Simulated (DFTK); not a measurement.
Fe under changes of volume

One of the cells (12.019 Å³/atom); the others are scaled copies at fixed shape and fractional positions:

```
Fe
1.0
    -1.44300    1.44300    1.44300
     1.44300   -1.44300    1.44300
     1.44300    1.44300   -1.44300
Fe
1
Cartesian
  0.0000 0.0000 0.0000
```

```yaml
Program: DFTK 0.8.2
Functional: r2SCAN
Potentials_or_basis: SG15 1.2 (PBE)
Cutoff: 1225 eV
k_mesh: 8 × 8 × 8
Occupations: fermi-dirac, width 0.05 eV
Spin: collinear spin, ferromagnetic start
Starting_moments: "[3.0] μB"
```

```csv
volume (Å³/atom),energy over the lowest point (meV/atom),pressure (GPa)
11.298,31.50,14.3
11.538,13.37,9.1
11.778,3.29,4.4
12.019,0.00,0.1
12.259,2.73,-3.7
12.499,?,?
12.740,23.69,-10.0
```

**Question.** What does the run at 12.499 Å³/atom give?

**Answer.** Energy over the lowest point 10.83 meV/atom; pressure -7.0 GPa.

Worked out: A Birch-Murnaghan fit of order 3 (a polynomial in V^(-2/3)) to the other rows has its minimum at 12.02 Å³/atom with B0 = V·E''(V) = 202 GPa and B' = 5.6. It gives 10.87 meV/atom at 12.499 Å³/atom, against the run's 10.83, and -dE/dV = -7.0 GPa, against -7.0.

Energies are extrapolated to zero smearing.

Caveats: all runs use coarse meshes; the potentials were made for another functional, which shifts forces and pressure.
